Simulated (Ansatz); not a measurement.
# Tuning gaps by epitaxial strain

Plane-wave DFT in Ansatz, PBEsol, scalar-relativistic PAW potentials, cutoff 420 eV, no spin-orbit coupling; no spin polarisation. Equal strain along a and b of the conventional cell, c and the atoms relaxed; gaps sought over the whole zone.

| crystal | strain: gap (eV) |
| --- | --- |
| BP (F-43m) | -4.5 %: 0.493; -3.0 %: 0.706; -1.5 %: 0.913; +0.0 %: 1.113; +1.5 %: 0.817; +3.0 %: 0.536; +4.5 %: 0.267 |
| ZnO (P6_3mc) | -6.0 %: 0.588; -4.0 %: 0.633; -2.0 %: 0.672; +0.0 %: 0.704; +2.0 %: 0.723; +4.0 %: 0.731; +6.0 %: 0.748 |
| SnO₂ (P4_2/mnm) | -4.5 %: 1.353; -3.0 %: 1.203; -1.5 %: 1.058; +0.0 %: 0.920; +1.5 %: 0.797; +3.0 %: 0.696; +4.5 %: 0.620 |
| ZnSe (F-43m) | -6.0 %: 1.184; -4.0 %: 1.224; -2.0 %: 1.241; +0.0 %: 1.239; +2.0 %: 1.074; +4.0 %: 0.923; +6.0 %: 0.784 |

Question: What are the slopes on either side of zero strain, and why can they differ?

Answer: BP (F-43m) +133 and -197; ZnO (P6_3mc) +16 and +10; SnO₂ (P4_2/mnm) -92 and -82; ZnSe (F-43m) -1 and -83 meV per % (over the first step on the compressive side, then on the tensile side; a positive slope means the gap grows as the plane is stretched). The slope drops from the first side to the second in BP (F-43m), ZnSe (F-43m). The gap is the smallest distance between any valence top and conduction valley, so its slope drops where another pair takes over. In BP (F-43m), ZnSe (F-43m) the shear part of the strain lowers the cubic symmetry and splits a degenerate band edge or a set of equal valleys, and whichever member moves into the gap sets it on each side of zero. Relaxations kept the strained cell's symmetry, so distortions at large strain weren't sought, and coherent films seldom hold more than 2 to 3 %. Splitting by shear is how strain cuts scattering and transport mass in Si and Ge channels; masses under strain weren't computed. The slope of one pair of band edges is as a rule more reliable than the Kohn–Sham gap, while the strain at which pairs cross shifts with the functional.

Cost: about 15 core-minutes for the runs cited, on Arm Neoverse V2, Arm Neoverse V1, Intel Xeon Platinum 8488C (Sapphire Rapids) and other processors (shared hosts).